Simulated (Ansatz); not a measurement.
Crystal: ZnSe (Stilleite).

```
Se Zn
1.0
     0.00000    2.83380    2.83380
     2.83380    0.00000    2.83380
     2.83380    2.83380    0.00000
Se Zn
1 1
Direct
  0.75000 0.75000 0.75000
  0.00000 0.00000 0.00000
```

A run of Ansatz 0.2.0 on this cell left the log below. Logs are shortened: lines on timing, memory, paths and dates and some standing lists are left out, and cuts for length are marked.

```text
Warning: RAYON_NUM_THREADS=1 ignored (pool sized by the plan → 1); use --threads N
The last accepted step is kept in <dir> (removed where the run ends without a failure and the disk answers)
LAPW: plane waves up to 9.389 Å⁻¹, error target 1.0e-3 eV per atom; small_component_spin mean_spin; Zn in spheres of 1.207 Å, 20 of its electrons in bands, Dirac shells []; Se in spheres of 1.173 Å, 24 of its electrons in bands, Dirac shells [] (how accurate: hamiltonian.pseudopotentials.lapw.basis_error, Limitations)
Engine: ansatz 0.2.0, x86_64-unknown-linux-gnu
Pseudopotentials: kind: all_electron
Pseudopotential: Se, LAPW, valence charge 24, lapw/all_electron/scalar/gaussian/Se, Koelling and Harmon's equation, gaussian nucleus
Pseudopotential: Zn, LAPW, valence charge 20, lapw/all_electron/scalar/gaussian/Zn, Koelling and Harmon's equation, gaussian nucleus
Functional definition: PBEsol
  exchange = pbesol_x
  correlation = pbesol_c
Crystal: 2 atoms, lattice volume = 45.513 Å³
Basis set: ecut = 335.83309272898487 eV, 609 PW (Γ), exchange–correlation at level 2
Bands: 27, of which v1, the nominal top of the filled ones, is band 22 counted from 1 (21 counted from 0)
Symmetry: 24 space group operations
Space group: F-43m (ITA 216), of the structure as read, at distance tolerance 3.6e-5 Å
k-points: 29 of 512 (time reversal used)
Non-local potential: Se, projectors of the file, none
Non-local potential: Zn, projectors of the file, none
Initial density: superposition of atomic densities (chi_scale 0.1, normalization cell, long waves kept (reshape's long-wave potential 0.00 eV rms))
Initial wavefunctions: plane waves of lowest kinetic energy (no species holds an atomic orbital)
Functional: x = pbesol(κ = 0.804, μ = 0.12345679012345678), c = pbesol(β = 0.046)
iter 1 solved again at ethr=1.52e-3 eV; its pass at ethr=1.00e-1 eV (dr2=6.70e-1 eV) is discarded
SCF iter   1: F=—  HF=-114917.355157 eV  |F-HF|=—  |Δ(HF+E_count)|=         —  Δρ=3.02e-2  dr2=6.71e-1  ethr=1.52e-3  ⟨swp⟩=2.0  Hψ=4872  notcnv=0
preconditioner: auto → none  [insulator: Δε(μ)=1.432 eV  Ē_g=12.102 eV  σ=0.050 eV  W_gap=1.00  n_scr=14 (ndim 8)  ℏωp=23.4 eV  f_vac=0.193  D(μ)=0.00/eV (n_scr^D=0)  ε∞_Penn≈4.7]
[... 37 lines left out ...]
preconditioner: auto → none  [insulator: Δε(μ)=1.241 eV  Ē_g=12.756 eV  σ=0.050 eV  W_gap=1.00  n_scr=14 (ndim 8)  ℏωp=23.6 eV  f_vac=0.225  D(μ)=0.00/eV (n_scr^D=0)  ε∞_Penn≈4.4]
SCF iter   2: F=-114917.065583 eV  HF=-114917.065583 eV  |F-HF|=1.13e-8  |Δ(HF+E_count)|=   2.41e-8  Δρ=2.50e-6  dr2=2.71e-9  ethr=2.82e-11  ⟨swp⟩=3.0  Hψ=2324  notcnv=0
SCF 4 converged in 2 iterations: F = -114917.065583 eV  dr2 = 2.71e-9
relax step   4: F+E_penalty+E_count = -114917.06558344 eV  Δ(F+E_penalty+E_count) = -3.996e-7 eV  max|allowed force component| = 4.742e-17 eV/Å  Δτ_max = 0.0000 Å  P = +0.009 GPa  Ω = 44.702 Å³  stress off target by 9.11e-3 GPa  SCF on the basis re-selected at this cell (its energy is not comparable with the rows above)  (2 SCF iters)
basis re-selected at this cell: Δ(F+E_penalty+E_count) = -3.996e-7 eV, ΔP = -0.000 GPa vs the last step (what re-selecting the basis moved, after the strain that the cell walked since its last selection, with what the two solves' SCF thresholds leave and, on support functions, any second-order correction that the steps lacked; it is no measure of the basis error at this ecutwfc). This SCF's stress stands 9.11e-3 GPa from its target on what of the cell is left free (relax.cell.stress_tol is 5.00e-2 GPa) and its largest allowed force component is 4.74e-17 eV/Å (relax.f_tol is 5.00e-3 eV/Å): within both
SCF converged after 2 iterations
Free energy (F): -114917.065583 eV
Harris-Foulkes:  -114917.065583 eV  (|F-HF|=1.13e-8)
Internal energy: -114917.065583 eV  (E = F + TS)
E sigma→0 (E₀):  -114917.065583 eV
Entropy (-TS):   -0.000000 eV (-0.000 meV/atom)
Fermi energy:    8.841052 eV
--- Per-component energies (eV) ---
  E_band       = -2231.332234
  E_kinetic    = 117369.888239
  E_xc         = -4261.999438
  E_electrostatic = -228024.954384  (all electrons and nuclei)
  E_smearing   = -0.000000  (= −TS)
  E_closure    = 0.000000  (closes the sum)
  E_atoms      = -114910.299036  (free atoms, spherical and without spin; not in F)
  Σ components = -114917.065583   (vs F -114917.065583, Δ=0.00e0)
  Basis errors (estimates in eV, not in F): energy 4.4e-4 per atom: plane waves 4.1e-4 (2.4e-4 summed), levels above the bands 5.3e-67, relativity 1.2e-8, radial functions 2.9e-5, core shells 2.1e-10; eigenvalues (radial functions only) 6.0e-7; not estimated: angular momenta, meshes, grids; target (lapw.basis_error) 1.0e-3; muffin-tin radii Zn 1.200 Å, Se 1.166 Å
--- Forces (eV/Å), atoms counted from 1 ---
  atom   1  Se     0.00000000     0.00000000     0.00000000
  atom   2  Zn    -0.00000000    -0.00000000    -0.00000000
  max |Σ_I F_I| component: 6.94e-18 eV/Å
--- Stress (GPa, compression-positive) ---
        0.009106      -0.000000      -0.000000
       -0.000000       0.009106       0.000000
       -0.000000       0.000000       0.009106
  P = ⅓ Tr σ = 0.0091 GPa (0.091 kbar)
--- Relaxed structure (3 steps of the walk, 3 accepted, 1 SCFs on fresh bases) ---
  F+E_penalty+E_count = -114917.06558344 eV   max|allowed force component| = 4.742e-17 eV/Å   (the final SCF, on the basis selected at the relaxed cell)
  cell:  # Å, volume = 44.7022 Å³
    - [4.7769112808396156e-34, 2.816866960718177, 2.816866960718177]
    - [2.816866960718177, 1.0763973419491934e-33, 2.816866960718177]
    - [2.816866960718177, 2.816866960718177, 4.967987732073201e-34]
  atoms:
    - { symbol: Se, position: [0.7500000000000001, 0.7500000000000001, 0.7500000000000001] }
    - { symbol: Zn, position: [8.636939695786971e-35, -8.353761345105431e-35, -5.805156188971571e-35] }
```

Task: What input gives this log?

Result: Relaxation of cell and atoms with PBEsol, no spin polarisation. The files as run (others can give the same):

input.yaml
```yaml
crystal:
  lattice:
    - [0.0, 2.8338, 2.8338]
    - [2.8338, 0.0, 2.8338]
    - [2.8338, 2.8338, 0.0]
  atoms:
    - { symbol: Se, position: [0.75, 0.75, 0.75] }
    - { symbol: Zn, position: [0.0, 0.0, 0.0] }
kpoints:
  mp_grid: { grid: [8, 8, 8] }
scf:
  occupations: { method: fermi_dirac, width: 0.05 }
hamiltonian:
  xc: pbesol
  pseudopotentials: { kind: all_electron, lapw: { basis_error: 0.001 } }
output:
  forces: true
  stress: true
relax:
  f_tol: 0.005
  max_steps: 60
  cell: {}
```

Potentials or basis: all-electron LAPW, scalar-relativistic.
Command:
```console
$ ansatz run input.yaml --threads 1 --pin off --max-ram 3072MiB --backend cpu --events-out ev --progress --plain --runs-dir out
```
